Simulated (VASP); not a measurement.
# TePb (Fm-3m) in VASP: a series of runs, part 2 of 2

VASP 6.6.1. Earlier steps stand in the parts before.

## 6. Relaxation of cell and atoms, LDA

This run uses another cell than the first one, of 33.73 Å³/atom, 1.009 times its volume.

INCAR reads:

```
SYSTEM = TePb
PREC = Accurate
ENCUT = 600
EDIFF = 1E-6
ISMEAR = 0
SIGMA = 0.03
LREAL = .False.
LASPH = .True.
NELM = 80
ALGO = Normal
ISIF = 3
LWAVE = .False.
LCHARG = .False.
GGA = CA
IBRION = 2
NSW = 90
EDIFFG = -0.01
```

KPOINTS reads:

```
Automatic mesh
0
Gamma
  8 8 8
  0 0 0
```

POSCAR reads:

```
TePb
1.0
    0.0000000000      3.2310000000      3.2310000000
    3.2310000000      0.0000000000      3.2310000000
    3.2310000000      3.2310000000      0.0000000000
Te Pb
1 1
Direct
    0.5000000000      0.5000000000      0.5000000000
    0.0000000000      0.0000000000      0.0000000000
```

Potentials or basis: VASP PAW LDA potentials, release 64 (Te, Pb_d).

Command:

```console
cat potpaw_LDA.64/Te/POTCAR potpaw_LDA.64/Pb_d/POTCAR > POTCAR
mpirun -np 1 vasp_std > vasp.out
```

OUTCAR:

```text
SYSTEM = TePb
   PREC = Accurate
   ENCUT = 600
   EDIFF = 1E-6
   ISMEAR = 0
   LREAL = .False.
   LASPH = .True.
   NELM = 80
   ISIF = 3
   GGA = CA
   IBRION = 2
   NSW = 90
   EDIFFG = -0.01

 ion  position               nearest neighbor table
   1  0.500  0.500  0.500-   2 3.23   2 3.23   2 3.23   2 3.23   2 3.23   2 3.23
   2  0.000  0.000  0.000-   1 3.23   1 3.23   1 3.23   1 3.23   1 3.23   1 3.23

  LATTYP: Found a face centered cubic cell.
 ALAT       =     6.4620000000

  Lattice vectors:

 A1 = (   0.0000000000,   3.2310000000,   3.2310000000)
 A2 = (   3.2310000000,   0.0000000000,   3.2310000000)
 A3 = (   3.2310000000,   3.2310000000,   0.0000000000)

Analysis of symmetry for initial positions (statically):
=====================================================================
 Subroutine PRICEL returns:
 Original cell was already a primitive cell.

 Routine SETGRP: Setting up the symmetry group for a
 face centered cubic supercell.

 Subroutine GETGRP returns: Found 48 space group operations
 (whereof 48 operations were pure point group operations)
 out of a pool of 48 trial point group operations.

The static configuration has the point symmetry O_h .

Analysis of symmetry for dynamics (positions and initial velocities):
=====================================================================
 Subroutine PRICEL returns:
 Original cell was already a primitive cell.

 Routine SETGRP: Setting up the symmetry group for a
 face centered cubic supercell.

 Subroutine GETGRP returns: Found 48 space group operations
 (whereof 48 operations were pure point group operations)
 out of a pool of 48 trial point group operations.

The dynamic configuration has the point symmetry O_h .

 Subroutine INISYM returns: Found 48 space group operations
 (whereof 48 operations are pure point group operations),
 and found     1 'primitive' translations

----------------------------------------------------------------------------------------

                                     Primitive cell
[... 137 lines left out ...]
  ext. energy  EPLUGINS =         0.00000000
  ---------------------------------------------------
  free energy    TOTEN  =        -8.76266474 eV

  energy without entropy =       -8.76266474  energy(sigma->0) =       -8.76266474

------------------------ aborting loop because EDIFF is reached ----------------------------------------

  FORCE on cell =-STRESS in cart. coord.  units (eV):
  Direction    XX          YY          ZZ          XY          YZ          ZX
  --------------------------------------------------------------------------------------
  -------------------------------------------------------------------------------------
  Total       -0.6820050     -0.6820050     -0.6820050     -0.0000000      0.0000000      0.0000000
  in kB      -16.1978468    -16.1978468    -16.1978468     -0.0000000      0.0000000      0.0000000
  external PRESSURE =     -16.1978468 kB  Pullay stress =       0.0000000 kB
[... 59 lines left out ...]
--------------------------------------- Ionic step        3  -------------------------------------------

 number of electron      20.0000001 magnetization

 Free energy of the ion-electron system (eV)
  ---------------------------------------------------
  ext. energy  EPLUGINS =         0.00000000
  ---------------------------------------------------
  free energy    TOTEN  =        -8.77497789 eV

  energy without entropy =       -8.77497789  energy(sigma->0) =       -8.77497789

 E-fermi :   6.0841     XC(G=0):  -9.7317

 val. band max:        5.8959945388   @ k =   0.5000   0.0000   0.0000
 cond. band min:       6.4555271412   @ k =   0.5000   0.0000   0.0000
 fundamental gap:      0.5595326024
 Fermi energy:         6.0840536263

 k-point     1 :       0.0000    0.0000    0.0000
  band No.  band energies     occupation
      1     -10.8467      2.00000
      2     -10.8467      2.00000
      3     -10.8299      2.00000
      4     -10.8299      2.00000
      5     -10.8299      2.00000
      6      -6.4693      2.00000
      7       0.3060      2.00000
      8       4.4054      2.00000
      9       4.4054      2.00000
     10       4.4054      2.00000
     11       9.9157      0.00000
     12       9.9157      0.00000
     13       9.9157      0.00000
     14      11.5876      0.00000
[... 377 lines left out ...]
      1     -10.8825      2.00000
      2     -10.8562      2.00000
      3     -10.8231      2.00000
      4     -10.8162      2.00000
      5     -10.8065      2.00000
      6      -4.7235      2.00000
      7      -2.6603      2.00000
      8       2.8997      2.00000
      9       3.1252      2.00000
     10       5.3770      2.00000
     11       7.0765      0.00000
     12       9.4234      0.00000
     13       9.9248      0.00000
     14      12.6201      0.00000

 [... further k-points ...]

------------------------ aborting loop because EDIFF is reached ----------------------------------------

  FORCE on cell =-STRESS in cart. coord.  units (eV):
  Direction    XX          YY          ZZ          XY          YZ          ZX
  --------------------------------------------------------------------------------------
  -------------------------------------------------------------------------------------
  Total       -0.0025317     -0.0025317     -0.0025317     -0.0000000      0.0000000      0.0000000
  in kB       -0.0623139     -0.0623139     -0.0623139     -0.0000000      0.0000000      0.0000000
  external PRESSURE =      -0.0623139 kB  Pullay stress =       0.0000000 kB
[... 17 lines left out ...]
  FREE ENERGIE OF THE ION-ELECTRON SYSTEM (eV)
  ---------------------------------------------------
  free  energy   TOTEN  =        -8.7749778940 eV

  energy  without entropy=       -8.7749778940  energy(sigma->0) =       -8.77497789

 reached required accuracy - stopping structural energy minimisation
```

OSZICAR:

```text
N       E                     dE             d eps       ncg     rms          rms(c)
DAV:   1     0.155317843984E+03    0.15532E+03   -0.99475E+03   818   0.152E+03
DAV:   2     0.273681425656E+01   -0.15258E+03   -0.14948E+03   860   0.351E+02
DAV:   3    -0.858232309268E+01   -0.11319E+02   -0.11038E+02  1088   0.100E+02
DAV:   4    -0.888351384021E+01   -0.30119E+00   -0.30110E+00   964   0.189E+01
[... 21 lines left out ...]
DAV:   3    -0.877496876029E+01    0.53307E-02   -0.23103E-02  1016   0.261E+00    0.739E-02
DAV:   4    -0.877498063240E+01   -0.11872E-04   -0.38263E-04   818   0.214E-01    0.587E-02
DAV:   5    -0.877497988643E+01    0.74597E-06   -0.94027E-05  1048   0.105E-01    0.172E-02
DAV:   6    -0.877497796353E+01    0.19229E-05   -0.87741E-06   968   0.540E-02    0.422E-03
DAV:   7    -0.877497789401E+01    0.69515E-07   -0.38236E-07   412   0.665E-03
   3 F= -.87749779E+01 E0= -.87749779E+01  d E =-.123132E-01
```

Wall time 29 s (1 thread of Intel Xeon 6975P-C (Granite Rapids), shared host); peak memory 0.21 GiB.

Results:

| Quantity | Value |
| --- | --- |
| Free energy | -8.7750 eV |
| Relaxed volume | 32.55 Å³/atom |
| Relaxed cell | a = 4.515 Å, b = 4.515 Å, c = 4.515 Å, α = 60.00°, β = 60.00°, γ = 60.00° |
| Space group after relaxing (to 0.05 Å) | Fm-3m (No. 225) |
| Energy gained by relaxing | 6.2 meV/atom |
| Ionic steps | 3 |
| Pressure after relaxing | 0.0 GPa |
| Band gap on the k mesh | 0.56 eV, direct |

The path:
```csv
step,energy change (eV),largest force (eV/Å),pressure (GPa),volume (Å³)
1,0.0000,0.0000,-1.62,67.46
2,-0.0103,0.0000,0.71,64.18
3,-0.0123,0.0000,-0.01,65.09
```

Final structure:
```cif
data_structure
_symmetry_space_group_name_H-M 'P 1'
_symmetry_Int_Tables_number 1
_cell_length_a 4.5153
_cell_length_b 4.5153
_cell_length_c 4.5153
_cell_angle_alpha 60.000
_cell_angle_beta 60.000
_cell_angle_gamma 60.000
_cell_volume 65.09
loop_
_atom_site_label
_atom_site_type_symbol
_atom_site_fract_x
_atom_site_fract_y
_atom_site_fract_z
_atom_site_occupancy
Te1 Te 0.50000 0.50000 0.50000 1
Pb1 Pb 0.00000 0.00000 0.00000 1
```

Caveat: spin-orbit coupling is left out, which as a rule narrows the gap of such compounds by several tenths of an eV.

## 7. Summary

```tsv
task	level	potentials or basis	cell	gap on the mesh (eV)	pressure (GPa)
relaxation of the atoms	PBEsol	VASP PAW PBE potentials, release 64 (Te, Pb_d)	atoms relaxed	0.65	0.0
relaxation of the atoms	PBEsol	VASP PAW PBE potentials, release 64 (Te, Pb_d)	atoms relaxed from: a relaxed cell with its volume scaled by 1.02	0.69	-0.9
relaxation of the atoms	PBEsol	VASP PAW PBE potentials, release 64 (Te, Pb_d)	atoms relaxed from: a relaxed cell with its volume scaled by 1.04	0.73	-1.6
relaxation of the atoms	PBEsol	VASP PAW PBE potentials, release 64 (Te, Pb_d)	atoms relaxed from: a relaxed cell with its volume scaled by 1.06	0.77	-2.3
relaxation of cell and atoms	LDA	VASP PAW LDA potentials, release 64 (Te, Pb_d)	relaxed	0.56	0.0
```

Alike in all rows: no spin polarisation; k mesh 8 × 8 × 8; cutoff (eV) 600; smearing gaussian 0.03 eV.

Caveats: spin-orbit coupling is left out, which as a rule narrows the gap of such compounds by several tenths of an eV; the relaxation stopped at its first step, so nothing moved (some runs); the PAW data sets were made with another functional, which shifts forces and pressure a little (some runs).

Total energies depend on the potentials used, so only differences within one code and one set of settings carry meaning.

## 8. Against experiment

Step 2. Against the measured gap of TePb, 0.19 eV (direct; 4.2 K; a printed reference work, monograph), the calculated 0.65 eV is off by +0.46 eV. Spin-orbit coupling on Pb, Te is left out. The value is that of PBEsol on a finite k mesh, which can miss the band edges, without temperature or zero-point motion.
